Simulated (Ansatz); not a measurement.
Ir, DFT, PBE, all-electron PAW with datasets made for the crystal, scalar-relativistic (Ansatz 0.2.0), run on 1 thread of Arm Neoverse V1 on a shared host.

The geometry is COD entry 9008470, unchecked; take it as a test cell. The listed cell was then made from it by scaling, straining or moving an atom.

Command: `ansatz run input.yaml --threads 1 --pin off --max-ram 3072MiB --backend cpu --events-out ev --progress --plain --runs-dir out`

```yaml
crystal:
  lattice:
    - [0.0, 1.862109, 1.9197]
    - [1.862109, 0.0, 1.9197]
    - [1.862109, 1.862109, 0.0]
  atoms:
    - { symbol: Ir, position: [0.0, 0.0, 0.0] }
kpoints:
  mp_grid: { grid: [15, 15, 15] }
scf:
  occupations: { method: fermi_dirac, width: 0.05 }
hamiltonian:
  xc: pbe
  pseudopotentials: { kind: all_electron, datasets: crystal }
output:
  forces: true
  stress: true
  eigenvalues: true
  efg: { contact_densities: true }
```

(1) How large is the problem that the program sets up?

(2) Estimate the wall time and the peak memory.

(3) And the same cell and mesh by PAW with the default files, asked for forces, stress, eigenvalues, efg, on the same hardware?

Results:

(1) 288 irreducible k-points, 169 plane waves at Γ, 9 bands.

(2) 14 s of wall time for 7 SCF iterations, with a peak of 0.52 GiB. Times on shared machines scatter by tens of per cent.

(3) 4.1 s, peak memory 0.36 GiB.
